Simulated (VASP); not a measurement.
# Na (P6_3/mmc) in VASP: settings compared

One crystal, Na, is run at these levels: PBE, optPBE-vdW, LDA; tasks: single point.

All numbers are computed with VASP 6.6.1; they aren't measurements. Logs are shortened: lines on timing, memory, paths and dates and some standing lists are left out, and cuts for length are marked.

### 1 The structure

Symmetry: P6_3/mmc, No. 194, hexagonal system. Conventional cell: a = 3.767 Å, b = 3.767 Å, c = 6.154 Å, α = 90.00°, β = 90.00°, γ = 120.00°. Na (site symmetry -6m2) is surrounded by 12 Na at 3.77 Å.

This isn't the form of Na at room conditions, which is bcc.

### 2 Single point, PBE

INCAR

```
  PREC = Accurate
  ENCUT = 520
  EDIFF = 1E-6
  ISMEAR = 0
  SIGMA = 0.05
  LREAL = False
  LASPH = True
  NELM = 60
  ALGO = Normal
  ISIF = 2
  LWAVE = False
  LCHARG = False
  GGA = PE
  NBANDS = 14
```

KPOINTS

```
regular mesh
0
Gamma
  8 8 5
```

POSCAR

```
Na
1.0
    3.7670000000      0.0000000000      0.0000000000
   -1.8835000000      3.2623176961      0.0000000000
    0.0000000000      0.0000000000      6.1540000000
Na
2
Direct
    0.6666666667      0.3333333333      0.7500000000
    0.3333333333      0.6666666667      0.2500000000
```

Potentials or basis: VASP PAW PBE potentials, release 64 (Na_pv).

The run is started by

```
cat potpaw_PBE.64/Na_pv/POTCAR > POTCAR
mpirun -np 1 vasp_std > vasp.out
```

OUTCAR:

```text
PREC = Accurate
   ENCUT = 520
   EDIFF = 1E-6
   ISMEAR = 0
   LREAL = False
   LASPH = True
   NELM = 60
   ISIF = 2
   GGA = PE

 ion  position               nearest neighbor table
   1  0.667  0.333  0.750-
   2  0.333  0.667  0.250-

  LATTYP: Found a hexagonal cell.
 ALAT       =     3.7670000000
 C/A-ratio  =     1.6336607380

  Lattice vectors:

 A1 = (   3.7670000000,   0.0000000000,   0.0000000000)
 A2 = (  -1.8835000000,   3.2623176961,   0.0000000000)
 A3 = (   0.0000000000,   0.0000000000,   6.1540000000)

Analysis of symmetry for initial positions (statically):
=====================================================================
 Subroutine PRICEL returns:
 Original cell was already a primitive cell.

 Routine SETGRP: Setting up the symmetry group for a
 hexagonal supercell.

 Subroutine GETGRP returns: Found 24 space group operations
 (whereof 12 operations were pure point group operations)
 out of a pool of 24 trial point group operations.

The static configuration has the point symmetry D_3d.
 The point group associated with its full space group is D_6h.

Analysis of symmetry for dynamics (positions and initial velocities):
=====================================================================
 Subroutine PRICEL returns:
 Original cell was already a primitive cell.

 Routine SETGRP: Setting up the symmetry group for a
 hexagonal supercell.

 Subroutine GETGRP returns: Found 24 space group operations
 (whereof 12 operations were pure point group operations)
 out of a pool of 24 trial point group operations.

The dynamic configuration has the point symmetry D_3d.
 The point group associated with its full space group is D_6h.

 Subroutine INISYM returns: Found 24 space group operations
 (whereof 12 operations are pure point group operations),
 and found     1 'primitive' translations

----------------------------------------------------------------------------------------

                                     Primitive cell

  volume of cell :      75.6274

  direct lattice vectors                    reciprocal lattice vectors
     3.767000000  0.000000000  0.000000000     0.265463233  0.153265269  0.000000000
    -1.883500000  3.262317696  0.000000000     0.000000000  0.306530538  0.000000000
     0.000000000  0.000000000  6.154000000     0.000000000  0.000000000  0.162495938

  length of vectors
     3.767000000  3.767000000  6.154000000     0.306530538  0.306530538  0.162495938

  position of ions in fractional coordinates (direct lattice)
     0.666666667  0.333333333  0.750000000
     0.333333333  0.666666667  0.250000000

  ion indices of the primitive-cell ions
   primitive index   ion index
                 1           1
                 2           2

----------------------------------------------------------------------------------------

 KPOINTS: regular mesh

Automatic generation of k-mesh.
 Grid dimensions read from file:
 generate k-points for:    8    8    5

 Generating k-lattice:

  Cartesian coordinates                     Fractional coordinates (reciprocal lattice)
     0.033182904  0.019158159  0.000000000     0.125000000  0.000000000  0.000000000
     0.000000000  0.038316317  0.000000000     0.000000000  0.125000000  0.000000000
     0.000000000  0.000000000  0.032499188     0.000000000  0.000000000  0.200000000

  Length of vectors
     0.038316317  0.038316317  0.032499188

  Shift w.r.t. Gamma in fractional coordinates (k-lattice)
     0.000000000  0.000000000  0.000000000

 Subroutine IBZKPT returns following result:
 ===========================================

 Found     30 irreducible k-points:

 Following reciprocal coordinates:
            Coordinates               Weight
  0.000000  0.000000  0.000000      1.000000
  0.125000  0.000000  0.000000      6.000000
  0.250000  0.000000  0.000000      6.000000
  0.375000 -0.000000  0.000000      6.000000
  0.500000  0.000000  0.000000      3.000000
  0.125000  0.125000  0.000000      6.000000
[... 16 lines left out ...]
  0.250000  0.000000  0.400000     12.000000
  0.375000 -0.000000  0.400000     12.000000
 [... further k-points ...]
   k-points           NKPTS =     30   k-points in BZ     NKDIM =     30   number of bands    NBANDS=     14
   number of dos      NEDOS =    301   number of ions     NIONS =      2
   total plane-waves  NPLWV =  37632
   dimension x,y,z NGX =    28 NGY =   28 NGZ =   48
   dimension x,y,z NGXF=    56 NGYF=   56 NGZF=   96
   ions per type =               2
   NGX,Y,Z   is equivalent  to a cutoff of  12.36, 12.36, 12.97 a.u.
   NGXF,Y,Z  is equivalent  to a cutoff of  24.71, 24.71, 25.93 a.u.
 SYSTEM =  unknown system
   PREC   = accura    normal or accurate (medium, high low for compatibility)
   ISTART =      0    job   : 0-new  1-cont  2-samecut
   ICHARG =      2    charge: 1-file 2-atom 10-const
   ISPIN  =      1    spin polarized calculation?
   LNONCOLLINEAR =      F non collinear calculations
   LSORBIT =      F    spin-orbit coupling
   LASPH  =      T    aspherical Exc in radial PAW
   ENCUT  =  520.0 eV  38.22 Ry    6.18 a.u.   7.00  7.00 11.44*2*pi/ulx,y,z
   NELM   =     60;   NELMIN=  2; NELMDL= -5     # of ELM steps
   EDIFF  = 0.1E-05   stopping-criterion for ELM
   LREAL  =      F    real-space projection
   EDIFFG = 0.1E-04   stopping-criterion for IOM
   NSW    =      0    number of steps for IOM
   IBRION =     -1    ionic relax: 0-MD 1-quasi-New 2-CG
   NFREE  =      0    steps in history (QN), initial steepest desc. (CG)
   ISIF   =      2    stress and relaxation
   ISYM   =      2    0-nonsym 1-usesym 2-fastsym
   POTIM  = 0.5000    time-step for ionic-motion
   TEBEG  =    0.0;   TEEND  =   0.0 temperature during run
   PSTRESS=    0.0 pullay stress
   NELECT =      14.0000    total number of electrons
   NUPDOWN=      -1.0000    fix difference up-down
   EMIN   =  10.00;   EMAX   =-10.00  energy-range for DOS
   EFERMI =   0.00;   METHOD = LEGACY
   ISMEAR =     0;   SIGMA  =   0.05  broadening in eV -4-tet -1-fermi 0-gaus
   EFERMI_NEDOS =   21; number of points for ismear=-14 and -15
   IALGO  =     38    algorithm
   IMIX   =      4    mixing-type and parameters
     AMIX     =   0.40;   BMIX     =  1.00
     AMIX_MAG =   1.60;   BMIX_MAG =  1.00
  volume/ion in A,a.u.               =      37.81       255.18
  Fermi-wavevector in a.u.,A,eV,Ry     =   0.933020  1.763153 11.844235  0.870527
  Thomas-Fermi vector in A             =   2.059678
   LORBIT       =      0    0 simple, 1 ext, 2 COOP (PROOUT), +10 PAW based schemes
   GGA     = PE    functional components
   LHFCALC =     F    Hartree Fock is set to
   AEXX    =    0.0000 exact exchange contribution
   IVDW    =     0    specifies the selected vdW correction
   LEPSILON=     F    determine dielectric tensor
   LRPA    =     F    only Hartree local field effects (RPA)
 non-spin polarized calculation
 Gauss-broadening in eV      SIGMA  =   0.05
  energy-cutoff  :      520.00
  volume of cell :       75.63
 maximum number of plane-waves:      2059
 NGX is ok and might be reduce to    28
   NGX = 13   NGY = 13   NGZ = 23

 number of electron      14.0000011 magnetization

 Free energy of the ion-electron system (eV)
  ---------------------------------------------------
  ext. energy  EPLUGINS =         0.00000000
  ---------------------------------------------------
  free energy    TOTEN  =        -2.61982696 eV

  energy without entropy =       -2.61874513  energy(sigma->0) =       -2.61928604

 E-fermi :   0.2397     XC(G=0):  -6.4502

 val. band max:        0.0779678216   @ k =   0.3750   0.1250   0.2000
 cond. band min:       0.2477497594   @ k =   0.1250   0.1250   0.2000
 fundamental gap:      0.1697819378
 Fermi energy:         0.2396829926

 k-point     1 :       0.0000    0.0000    0.0000
  band No.  band energies     occupation
      1     -24.6725      2.00000
      2     -24.6446      2.00000
      3     -24.6446      2.00000
      4     -24.6401      2.00000
      5     -24.6400      2.00000
      6     -24.6400      2.00000
      7      -2.9654      2.00000
      8       0.8239      0.00000
      9       1.2092      0.00000
     10      10.1450      0.00000
     11      10.1450      0.00000
     12      10.4850      0.00000
     13      10.4850      0.00000
     14      10.6381      0.00000

 k-point     2 :       0.1250    0.0000    0.0000
  band No.  band energies     occupation
      1     -24.6710      2.00000
      2     -24.6481      2.00000
      3     -24.6457      2.00000
      4     -24.6437      2.00000
      5     -24.6407      2.00000
      6     -24.6406      2.00000
      7      -2.7375      2.00000
      8       1.0270      0.00000
      9       1.4311      0.00000
     10       7.5421      0.00000
     11       9.0009      0.00000
     12       9.3299      0.00000
     13      10.9069      0.00000
     14      11.3855      0.00000

 k-point     3 :       0.2500    0.0000    0.0000
  band No.  band energies     occupation
      1     -24.6667      2.00000
      2     -24.6569      2.00000
      3     -24.6525      2.00000
      4     -24.6484      2.00000
      5     -24.6426      2.00000
      6     -24.6422      2.00000
      7      -2.0596      2.00000
      8       1.6379      0.00000
      9       2.0698      0.00000
     10       4.9167      0.00000
     11       7.8803      0.00000
     12       8.0668      0.00000
     13       8.2416      0.00000
     14       9.8042      0.00000

 k-point     4 :       0.3750   -0.0000    0.0000
  band No.  band energies     occupation
      1     -24.6658      2.00000
      2     -24.6613      2.00000
      3     -24.6610      2.00000
      4     -24.6510      2.00000
      5     -24.6456      2.00000
      6     -24.6439      2.00000
      7      -0.9486      2.00000
      8       2.3447      0.00000
      9       2.6606      0.00000
     10       3.4112      0.00000
     11       5.9615      0.00000
     12       6.3064      0.00000
     13       7.5058      0.00000
     14       8.6052      0.00000

 k-point     5 :       0.5000    0.0000    0.0000
  band No.  band energies     occupation
      1     -24.6695      2.00000
      2     -24.6645      2.00000
      3     -24.6582      2.00000
      4     -24.6520      2.00000
      5     -24.6477      2.00000
      6     -24.6446      2.00000
      7       0.5155      0.00000
      8       0.6223      0.00000
      9       4.0956      0.00000
     10       4.1053      0.00000
     11       4.5672      0.00000
[... 276 lines left out ...]
 k-point    22 :       0.1250    0.0000    0.4000
  band No.  band energies     occupation
      1     -24.6613      2.00000
      2     -24.6527      2.00000
      3     -24.6459      2.00000
      4     -24.6440      2.00000
      5     -24.6438      2.00000
      6     -24.6424      2.00000
      7      -2.0870      2.00000
      8      -1.2850      2.00000
      9       4.8466      0.00000
     10       7.0012      0.00000
     11       8.1282      0.00000
     12       8.7258      0.00000
     13       9.5341      0.00000
     14      10.1937      0.00000

 k-point    23 :       0.2500    0.0000    0.4000
  band No.  band energies     occupation
      1     -24.6631      2.00000
      2     -24.6587      2.00000
      3     -24.6506      2.00000
      4     -24.6463      2.00000
      5     -24.6462      2.00000
      6     -24.6443      2.00000
      7      -1.4173      2.00000
      8      -0.6252      2.00000
      9       5.1132      0.00000
     10       5.7697      0.00000
     11       6.1187      0.00000
     12       7.6431      0.00000
     13       8.6081      0.00000
     14       9.2857      0.00000

 k-point    24 :       0.3750   -0.0000    0.4000
  band No.  band energies     occupation
      1     -24.6687      2.00000
      2     -24.6666      2.00000
      3     -24.6512      2.00000
      4     -24.6485      2.00000
      5     -24.6472      2.00000
      6     -24.6463      2.00000
      7      -0.3198      2.00000
      8       0.4533      0.00000
      9       3.1241      0.00000
     10       3.8669      0.00000
     11       6.4630      0.00000
     12       8.0455      0.00000
     13       8.0518      0.00000
     14       8.7202      0.00000

 [... further k-points ...]

------------------------ aborting loop because EDIFF is reached ----------------------------------------

  FORCE on cell =-STRESS in cart. coord.  units (eV):
  Direction    XX          YY          ZZ          XY          YZ          ZX
  --------------------------------------------------------------------------------------
  -------------------------------------------------------------------------------------
  Total       -0.0282517     -0.0282517     -0.1446894      0.0000000      0.0000000      0.0000000
  in kB       -0.5985170     -0.5985170     -3.0652641      0.0000000      0.0000000      0.0000000
  external PRESSURE =      -1.4207660 kB  Pullay stress =       0.0000000 kB

 VOLUME and BASIS-vectors are now :
 -----------------------------------------------------------------------------
  energy-cutoff  :      520.00
  volume of cell :       75.63
      direct lattice vectors                 reciprocal lattice vectors
     3.767000000  0.000000000  0.000000000     0.265463233  0.153265269  0.000000000
    -1.883500000  3.262317696  0.000000000     0.000000000  0.306530538  0.000000000
     0.000000000  0.000000000  6.154000000     0.000000000  0.000000000  0.162495938

 POSITION                                       TOTAL-FORCE (eV/Angst)
 -----------------------------------------------------------------------------------
      1.88350      1.08744      4.61550        -0.000000      0.000000      0.000000
     -0.00000      2.17488      1.53850         0.000000     -0.000000      0.000000
 -----------------------------------------------------------------------------------
    total drift:                                0.000000     -0.000000      0.000000

  FREE ENERGIE OF THE ION-ELECTRON SYSTEM (eV)
  ---------------------------------------------------
  free  energy   TOTEN  =        -2.6198269583 eV

  energy  without entropy=       -2.6187451263  energy(sigma->0) =       -2.61928604
```

Wall time 8.4 s (1 thread of Intel Xeon 6975P-C (Granite Rapids), shared host); peak memory 0.17 GiB.

Results:

* Free energy: -2.6198 eV
* Pressure: -0.1 GPa
* Band gap on the k mesh: none (metal or under the smearing width)

### 3 Single point, PBE

run.py

```python
from ase import Atoms
from ase.calculators.vasp import Vasp
from ase.dft.bandgap import bandgap

atoms = Atoms(
    ['Na', 'Na'],
    cell=[[3.767, 0.0, 0.0], [-1.8835, 3.2623176961, 0.0], [0.0, 0.0, 6.154]],
    scaled_positions=[[0.6666666667, 0.3333333333, 0.75], [0.3333333333, 0.6666666667, 0.25]],
    pbc=True,
)
calc = Vasp(
    directory='calc',
    xc='pbe',
    pp='PBE',
    setups='materialsproject',
    prec='Accurate',
    encut=520,
    ediff=1e-06,
    ismear=0,
    sigma=0.05,
    lreal=False,
    lasph=True,
    nelm=60,
    algo='Fast',
    isif=2,
    lwave=False,
    lcharg=False,
    kpts=[8, 8, 5],
    gamma=True,
    nbands=14,
)
atoms.calc = calc

print('energy (eV):', atoms.get_potential_energy())
print('free energy (eV):', atoms.get_potential_energy(force_consistent=True))
print('forces (eV/A):')
print(atoms.get_forces())
print('stress (eV/A^3, Voigt):', atoms.get_stress())
print('Fermi level (eV):', calc.get_fermi_level())
gap, top, bottom = bandgap(calc)
print('band gap (eV):', gap, 'from (spin, k, band)', top, 'to', bottom)
```

Potentials or basis: VASP PAW PBE potentials, release 64 (Na_pv).

The run is started by

```
python run.py
```

It took 13 s on 1 thread of Intel Xeon 6975P-C (Granite Rapids), shared host; peak memory 0.18 GiB.

The run converged. Its results:

| Quantity | Value |
| --- | --- |
| Free energy | -2.6198 eV |
| Pressure | -0.1 GPa |
| Band gap on the k mesh | none (metal or under the smearing width) |

Stress tensor (GPa, compression positive):
```
-0.06  0.00  0.00
 0.00 -0.06  0.00
 0.00  0.00 -0.31
```

Levels at points of the mesh, in eV from the Fermi level:
```
           k point  band 3  band 4  band 5  band 6  band 7  band 8  band 9  band 10  band 11  band 12
(0.00, 0.00, 0.00)  -24.88  -24.88  -24.88  -24.88   -3.21    0.58    0.97     9.91     9.91    10.25
(0.50, 0.00, 0.00)  -24.90  -24.89  -24.89  -24.88    0.28    0.38    3.86     3.87     4.33     4.56
```

(Part 1 of 2 ends here.)
